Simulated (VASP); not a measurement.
A run of VASP 6.6.1:

Contents of INCAR:

```
PREC = Accurate
ENCUT = 520
EDIFF = 1E-5
ISMEAR = -1
SIGMA = 0.02
LREAL = Auto
LASPH = True
NELM = 100
ALGO = Fast
ISIF = 2
LWAVE = False
LCHARG = False
GGA = PE
IVDW = 12
IBRION = 0
NSW = 40
POTIM = 0.5
TEBEG = 300.0
TEEND = 300.0
ISYM = 0
NELMIN = 4
RANDOM_SEED = 503698 0 0
MDALGO = 2
SMASS = 0
```

The input KPOINTS:

```
regular mesh
0
Gamma
  1 1 1
```

Contents of POSCAR:

```
H14CO8
1.0
    6.2402510000      0.0000000000      0.0000000000
    0.0000000000      6.2402510000      0.0000000000
    0.0000000000      0.0000000000      6.2402510000
O H C
8 14 1
Direct
    0.5020267300      0.6843637100      0.7788409100
   -0.0897146800      0.8732562400      0.8606593900
    0.7638951600      0.2499224600      0.3943064500
    0.1642770600      0.5041126700      0.5707875700
    0.7892798100      0.5687845600      0.1545443200
    0.8807290500      0.2996121100      0.8191106300
    0.4900501000      0.1451238400      0.1102207200
    0.1901655000      0.1507689000      0.2904490600
    0.4837328600      0.6262698100      0.9148731800
    0.3809592600      0.6218424500      0.7056212100
   -0.0835610700      1.0347723500      0.8297632300
   -0.2319475500      0.8324284600      0.7926967800
    0.7787812100      0.4046655200      0.3391607200
    0.8805917600      0.1791172700      0.3183397500
    0.1029934700      0.6245564700      0.4861688300
    0.1578499100      0.3659559500      0.4813209300
    0.8166943300      0.7075460200      0.0861260400
    0.8372255300      0.4619775800      0.0561387400
    0.9666158300      0.3909490600      0.7222705100
    0.7415196000      0.3208613800      0.7586785300
    0.5795519600      0.1961297900      0.2475343000
    0.2346189000     -0.0253818300      0.0157085200
    0.2968842800      0.0845528900      0.1417969000
```

Potentials or basis: VASP PAW PBE potentials, release 64 (O, H, C).

Launch:

```bash
$ cat potpaw_PBE.64/O/POTCAR potpaw_PBE.64/H/POTCAR potpaw_PBE.64/C/POTCAR > POTCAR
$ mpirun -np 1 vasp_gam > vasp.out
```

Hardware: 1 thread of AMD EPYC 9R45 (Zen 5), with other jobs on the host.

Question: How long does it take, and how much memory?

Answer: Wall time 4.6 min on 1 thread of AMD EPYC 9R45 (Zen 5), with other jobs on the host, peak memory 0.32 GiB. Counts: scf iterations 174, k points 1, ion steps 40.
